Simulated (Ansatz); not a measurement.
Computed with DFT PBE, scalar-relativistic, plane waves, PAW in Ansatz. All cells share a 420 eV cutoff and Γ-centred k meshes spaced at most about 0.3 Å⁻¹ (about 0.25 or finer for metals, 2π included). No spin polarisation in the final relaxations.

Temperature and zero-point effects are left out.

Compare these two cells of B₂P₃, each relaxed at this level.

1.

```cif
data_structure
_symmetry_space_group_name_H-M 'R32:H'
_symmetry_Int_Tables_number 155
_cell_length_a 6.1373
_cell_length_b 6.1373
_cell_length_c 6.9984
_cell_angle_alpha 90.000
_cell_angle_beta 90.000
_cell_angle_gamma 120.000
_cell_volume 228.29
loop_
_atom_site_label
_atom_site_type_symbol
_atom_site_symmetry_multiplicity
_atom_site_Wyckoff_symbol
_atom_site_fract_x
_atom_site_fract_y
_atom_site_fract_z
_atom_site_occupancy
B1 B 6 c 0.00000 0.00000 0.37012 1
P1 P 9 d 0.66667 0.71308 0.33333 1
```

2.

```cif
data_structure
_symmetry_space_group_name_H-M 'P-62m'
_symmetry_Int_Tables_number 189
_cell_length_a 5.5991
_cell_length_b 5.5991
_cell_length_c 2.3879
_cell_angle_alpha 90.000
_cell_angle_beta 90.000
_cell_angle_gamma 120.000
_cell_volume 64.83
loop_
_atom_site_label
_atom_site_type_symbol
_atom_site_symmetry_multiplicity
_atom_site_Wyckoff_symbol
_atom_site_fract_x
_atom_site_fract_y
_atom_site_fract_z
_atom_site_occupancy
B1 B 2 c 0.33333 0.66667 0.00000 1
P1 P 3 f 0.30892 0.30892 0.00000 1
```

Question: Which is lower in energy, and by how much?

Answer: Cell 1 is lower, by 37 meV/atom. Cell 1 has space group R32 (No. 155), 15.2 Å³/atom and no gap on its mesh; cell 2 has space group P-62m (No. 189), 13.0 Å³/atom and no gap. Cell 1 holds B–B pairs (shortest 1.82 Å) and P–P chains (shortest 2.38 Å); cell 2 holds P–P chains (shortest 2.39 Å). The lower one is the more open, so pressure narrows the difference. Even the lower one lies +0.23 eV/atom against the reference forms of the elements (uncorrected), so neither is stable at this level. In cell 1, around B lie 1 B at 1.82 Å and 3 P at 1.94 Å; P is surrounded by 2 B at 1.94 Å and 2 P at 2.38 Å. In cell 2, B has 3 P at 1.94 Å and 2 B at 2.39 Å; P has 2 B at 1.94 Å and 2 P at 2.39 Å. Both come from invented guesses.

In R32, P-62m an odd number of electrons in the primitive cell allows no gap without spin; a larger cell or a magnetic state could open one. A magnetic state wasn't ruled out in cells without spin, among them R32, P-62m. With atoms moved at random, P-62m came back. Other cells relaxed within their symmetry can be saddle points.
